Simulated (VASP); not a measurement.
# ZnS: polarisation by the Berry phase

Wanted: a Born charge of ZnS from Berry phases. The cell is of the zinc-blende type, one of the forms listed for this formula, which need not be the common one. The start is a cell from a database of measured crystal structures.

Main program and level: VASP 6.6.1; LDA; plane waves and PAW (Zn, S), in the first sound run; inputs show where later runs differ.

Most raw output is cut from this account.

The database entry behind the starting cell differs from later determinations by our own check (about 0.1 % short), so it need not match the best structure at ambient conditions.

**1. Set-up**

It takes space group F-43m (No. 216, cubic). The conventional cell has a = 5.404 Å, b = 5.404 Å, c = 5.404 Å, α = 90.00°, β = 90.00°, γ = 90.00°. Nearest to Zn lie 4 S at 2.34 Å. S has 4 Zn at 2.34 Å nearest. Farther neighbours and most contacts between anions are not listed.

**2. Ground state**

A ground-state run shows first whether the cell has a gap, which the next steps need; its size sets how fine their mesh has to be.

INCAR reads:

```
SYSTEM = ZnS
PREC = Accurate
ENCUT = 400
EDIFF = 1E-07
NELM = 100
ISMEAR = 0
SIGMA = 0.01
LREAL = .FALSE.
ALGO = Normal
GGA = CA
NBANDS = 15
LORBIT = 11
LWAVE = .FALSE.
LCHARG = .FALSE.
KPAR = 2
```

POSCAR reads:

```
ZnS
1.0
    0.0000000000      2.7020000000      2.7020000000
    2.7020000000      0.0000000000      2.7020000000
    2.7020000000      2.7020000000      0.0000000000
Zn S
1 1
Direct
    0.7500000000      0.7500000000      0.7500000000
    0.0000000000      0.0000000000      0.0000000000
```

KPOINTS reads:

```
Automatic mesh
0
Gamma
8 8 8
0 0 0
```

Potentials, in the order of the species: Zn and S (PBE family, release 64).

Launch:

```sh
> mpirun -np 2 vasp_std
```

Wall time 14 s (2 MPI ranks of AMD EPYC 7R43, shared host); peak memory 0.19 GiB.

The gap is read on the k-mesh alone, so it is an upper bound where the band edges lie off the mesh. The PAW data sets were made with PBE, though LDA sets exist; this is a small mismatch.

Numbers from this step:

* free energy (TOTEN): -8.204 eV
* Fermi energy: 1.905 eV
* pressure: -4.425 GPa
* gap on the k-mesh: 1.882 eV
* least direct gap on the k-mesh: 1.882 eV

The cell has a gap of 1.88 eV on this mesh and a pressure of -4.4 GPa, which holds the misfit of the given cell and coordinates with this functional, and any error of cutoff, mesh and data sets.

**3. Linear response**

Perturbation theory (LEPSILON) gives the dielectric tensor with local fields, and the Born charges.

INCAR reads:

```
SYSTEM = ZnS
PREC = Accurate
ENCUT = 400
EDIFF = 1E-08
NELM = 100
ISMEAR = 0
SIGMA = 0.01
LREAL = .FALSE.
ALGO = Normal
GGA = CA
NBANDS = 15
LWAVE = .FALSE.
LCHARG = .FALSE.
KPAR = 2
LEPSILON = .TRUE.
```

POSCAR is that of step 2.

KPOINTS is that of step 2.

Launch:

```sh
> mpirun -np 2 vasp_std
```

Run time: 3.4 min. Hardware: 2 MPI ranks; peak memory 0.38 GiB.

Energies printed during the response cycles are not total energies of the cell. The dielectric response converges more slowly with the mesh than energies do, so tensor and charges may still move on a finer one.

Numbers from this step:

- pressure: -4.422 GPa

Electronic dielectric tensor with local fields:

```
6.31 0.00 0.00
0.00 6.31 0.00
0.00 0.00 6.31
```

Born effective charge (e), principal values of the symmetric part by kind of site:

```
atom  atoms with these values    low  middle   high   mean
 Zn1                        1   2.00    2.00   2.00   2.00
  S2                        1  -2.00   -2.00  -2.00  -2.00
```

In full for Zn1:

```
2.00 0.00 0.00
0.00 2.00 0.00
0.00 0.00 2.00
```

Piezoelectric tensor with clamped ions (C/m²), by row:

```
field  xx  yy  zz       xy       yz       zx
    x   0   0   0        0  -0.6882        0
    y   0   0   0        0        0  -0.6882
    z   0   0   0  -0.6882        0        0
```

The mean electronic (clamped-ion) dielectric constant is 6.31. No finer mesh was run, so at a direct gap of this size the value isn't shown to be converged.

**4. Berry phase, displacement (A) -0.04**

This step: LDA, displaced atoms; plane waves and PAW (Zn, S) (VASP 6.6.1).

One atom is moved along a line, and LCALCPOL gives the Berry-phase dipole at each place.

Changes to INCAR since step 3:

```diff
@@ -14,2 +14,3 @@
 KPAR = 2
-LEPSILON = .TRUE.
+LCALCPOL = .TRUE.
+DIPOL = 0.125 0.125 0.125
```

Changes to POSCAR since step 3:

```diff
@@ -8,3 +8,3 @@
 Direct
-    0.7500000000      0.7500000000      0.7500000000
+    0.7425980755      0.7574019245      0.7425980755
     0.0000000000      0.0000000000      0.0000000000
```

KPOINTS is that of step 3.

Launch:

```sh
> mpirun -np 2 vasp_std
```

It took 78 s on 2 MPI ranks; peak memory 0.29 GiB; 2.3 min of CPU time.

This step gave:

```
free energy (TOTEN)            : -8.200 eV
Fermi energy                   : 1.930 eV
pressure                       : -4.362 GPa
dipole ionic                   : -28.37, -28.85, -28.37 e·Å
dipole electronic              : 2.706, 3.106, 2.706 e·Å
polarization branch            : -1042, -1045, -1042 uC/cm², modulo the quantum
gap on the k-mesh              : 1.848 eV
least direct gap on the k-mesh : 1.848 eV
```

At -0.04 Å the ionic and electronic dipoles along y are -28.851 and 3.106 e Å.

**5. Berry phase, displacement (A) -0.02**

The next place on the path.

INCAR is that of step 4.

Changes to POSCAR since step 4:

```diff
@@ -8,3 +8,3 @@
 Direct
-    0.7425980755      0.7574019245      0.7425980755
+    0.7462990377      0.7537009623      0.7462990377
     0.0000000000      0.0000000000      0.0000000000
```

KPOINTS is that of step 4.

Launch:

```sh
> mpirun -np 2 vasp_std
```

The job ended after 70 s (2 MPI ranks; peak memory 0.29 GiB; 2 min of CPU time).

At -0.02 Å the ionic and electronic dipoles along y are -28.611 and 2.906 e Å.

**6. Berry phase, displacement (A) 0**

This step: LDA; plane waves and PAW (Zn, S) (VASP 6.6.1).

INCAR is that of step 5.

Changes to POSCAR since step 5:

```diff
@@ -8,3 +8,3 @@
 Direct
-    0.7462990377      0.7537009623      0.7462990377
+    0.7500000000      0.7500000000      0.7500000000
     0.0000000000      0.0000000000      0.0000000000
```

KPOINTS is that of step 5.

Launch:

```sh
> mpirun -np 2 vasp_std
```

It took 59 s on 2 MPI ranks; peak memory 0.25 GiB; 1.8 min of CPU time.

At the undisplaced site the ionic and electronic dipoles along y are -28.371 and 2.706 e Å.

**7. Berry phase, displacement (A) 0.02**

This step: LDA, displaced atoms; plane waves and PAW (Zn, S) (VASP 6.6.1).

INCAR is that of step 6.

Changes to POSCAR since step 6:

```diff
@@ -8,3 +8,3 @@
 Direct
-    0.7500000000      0.7500000000      0.7500000000
+    0.7537009623      0.7462990377      0.7537009623
     0.0000000000      0.0000000000      0.0000000000
```

KPOINTS is that of step 6.

Launch:

```sh
> mpirun -np 2 vasp_std
```

Wall time 70 s (2 MPI ranks); peak memory 0.3 GiB.

At +0.02 Å the ionic and electronic dipoles along y are -28.131 and 2.506 e Å.

**8. Berry phase, displacement (A) 0.04**

INCAR is that of step 7.

Changes to POSCAR since step 7:

```diff
@@ -8,3 +8,3 @@
 Direct
-    0.7537009623      0.7462990377      0.7537009623
+    0.7574019245      0.7425980755      0.7574019245
     0.0000000000      0.0000000000      0.0000000000
```

KPOINTS is that of step 7.

Launch:

```sh
> mpirun -np 2 vasp_std
```

Run time: 67 s. Hardware: 2 MPI ranks; peak memory 0.3 GiB.

At +0.04 Å the ionic and electronic dipoles along y are -27.891 and 2.306 e Å.

**9. Summary**

This step: Born charge from Berry-phase polarisation, LDA; plane waves and PAW (VASP 6.6.1).

No new run; the numbers come from the runs before.

This step gave:

| Quantity | Value |
| --- | --- |
| Born charge column from the Berry phase | 0, 1.997, 0 e |
| force constant | 5.494 eV/Å² |
| Born charge column from linear response | 0, 2.004, 0 e |

Change of polarisation, branches joined against displacement:

```
displacement (Å)  change of polarisation, branches joined (uC/cm²)
         -0.0400                                             -3.24
         -0.0200                                             -1.62
          0.0000                                                 0
          0.0200                                              1.62
          0.0400                                              3.24
```

Table of energy above the lowest point by displacement:

```
displacement (Å)  energy above the lowest point (meV)
         -0.0400                                 4.40
         -0.0200                                 1.10
          0.0000                                    0
          0.0200                                 1.10
          0.0400                                 4.40
```

**10. What came out**

| Quantity | Value |
| --- | --- |
| Born charge column from the Berry phase | 0.00, 2.00, 0.00 e |
| Born charge column from linear response | 0.00, 2.00, 0.00 e |
| force constant | 5.49 eV/Å² |

What this shows: The Berry phase gives Zn1 a Born charge of 2.00 e along y. Linear response gives 2.004 e against 1.997 e, a difference of 0.007 e. The dipole is defined up to a lattice vector times e, so only its changes along the path are used. Charge and force constant come from straight lines through all places from -0.04 to +0.04 Å, so they hold the curvature of the path, and the values at the undisplaced site can differ by some per cent. The force constant is minus the slope of the force on the moved atom, whose periodic images move with it while all else is held. The mesh of the Berry phase wasn't tested for convergence. The given cell is kept, although it stands at -4.4 GPa at LDA and ENCUT = 400 eV, which holds the mismatch of the given cell with this functional, any error of the entry itself and any basis-set error.

[Lines on the potential files, build, host, timing and source positions are cut from VASP's logs without a mark.]

[Logs are printed without paths, hosts, clocks, repeated set-up lines and the standing remarks that a program may print on its own settings, such as how far it seeks lower states.]

[Hosts, paths, dates, database ids (printed as entryN), source tags and the programs' standing remarks are cut or masked in the printed files.]
